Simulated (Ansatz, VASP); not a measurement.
## One calculation of ZnSe (Stilleite), two programs

The input INCAR:

```
ALGO = Normal ; EDIFF = 1E-6
ENCUT = 520 ; GGA = PE
ISIF = 2 ; ISMEAR = -1
IVDW = 13 ; LASPH = T
LCHARG = T ; LELF = T
LREAL = F ; LVHAR = T
LWAVE = F ; NBANDS = 16
NELM = 80 ; PREC = Accurate
SIGMA = 0.05
```

The input KPOINTS:

```
k-points
0
Gamma
  8 8 8
```

POSCAR

```
ZnSe
1.0
    0.0000000000      2.8338000000      2.8338000000
    2.8338000000      0.0000000000      2.8338000000
    2.8338000000      2.8338000000      0.0000000000
Se Zn
1 1
Direct
    0.7500000000      0.7500000000      0.7500000000
    0.0000000000      0.0000000000      0.0000000000
```

File input.yaml:

```yaml
crystal:
  lattice:
    - [0.0, 2.8338, 2.8338]
    - [2.8338, 0.0, 2.8338]
    - [2.8338, 2.8338, 0.0]
  atoms:
    - { symbol: Se, position: [0.75, 0.75, 0.75] }
    - { symbol: Zn, position: [0.0, 0.0, 0.0] }
hamiltonian:
  xc: pbe
  pseudopotentials: { kind: paw }
  dispersion: d4
kpoints:
  mp_grid: { grid: [8, 8, 8] }
scf:
  occupations: { method: fermi_dirac, width: 0.05 }
output:
  forces: true
  stress: true
  eigenvalues: true
```

Alike in both runs: task single point; functional PBE; dispersion D4; k mesh 8 × 8 × 8; occupations fermi-dirac, width 0.05 eV; no spin polarisation.

```csv
,VASP,Ansatz
version,VASP 6.6.1,Ansatz 0.2.0
potentials or method,"VASP PAW PBE potentials, release 64 (Se, Zn)",Ansatz PAW
plane-wave cutoff (eV),520,420
valence electrons in the cell,18,28
```

|  | VASP | Ansatz | Ansatz less VASP |
| --- | --- | --- | --- |
| gap on the k mesh at the Fermi level (eV) | 1.29 | 1.29 | -0.002 |
| least direct gap on the mesh (eV) | 1.29 | 1.29 | -0.002 |
| pressure (GPa) | 0.0 | -0.3 | -0.24 |
| dispersion energy (meV/atom) | -316.9 | -317.0 | -0.15 |

The two sets of potentials don't hold the same shells in valence.
